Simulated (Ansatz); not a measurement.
Input and command of a plane-wave DFT calculation in Ansatz:

```yaml
crystal:
  lattice:
    - [0.0, 3.060496, 3.060496]
    - [3.060496, 0.0, 3.060496]
    - [3.060496, 3.060496, 0.0]
  atoms:
    - { symbol: Mn, position: [0.75, 0.75, 0.75], spin: 3.65 }
    - { symbol: Mn, position: [0.25, 0.25, 0.25], spin: 3.65 }
    - { symbol: Mn, position: [0.5, 0.5, 0.5], spin: 3.84 }
    - { symbol: Sn, position: [0.0, 0.0, 0.0], spin: -0.11 }
basis:
  ecutwfc: 500
kpoints:
  mp_grid: { grid: [6, 6, 6] }
hamiltonian:
  xc: r2scan
scf:
  occupations: { method: gaussian, width: 0.1 }
  lower_state_search: "off"
output:
  forces: true
  stress: true
  eigenvalues: true
  populations: true
magnetization:
  spin_polarized: true
relax:
  adjacent_minimum: "off"
  f_tol: 0.04
  max_steps: 70
  cell: { stress_tol: 0.4 }
```

```bash
ansatz run input.yaml --threads 1 --pin off --max-ram 3072MiB --backend cpu --events-out ev --progress --plain --runs-dir out
```

Processor: Intel(R) Xeon(R) 6975P-C (Granite Rapids), 1 thread, on a host shared with other jobs.

**Question.** Estimate time, memory and problem size.

**Answer.** About 33 s on 1 thread of Intel(R) Xeon(R) 6975P-C (Granite Rapids) (shared host), peak memory 0.68 GiB. It solves 43 bands at 16 k points (the mesh reduced by the symmetry that the task leaves, which can be less than the crystal's) with about 1639 plane waves (on the last cell), in 45 SCF iterations over 4 ionic steps.
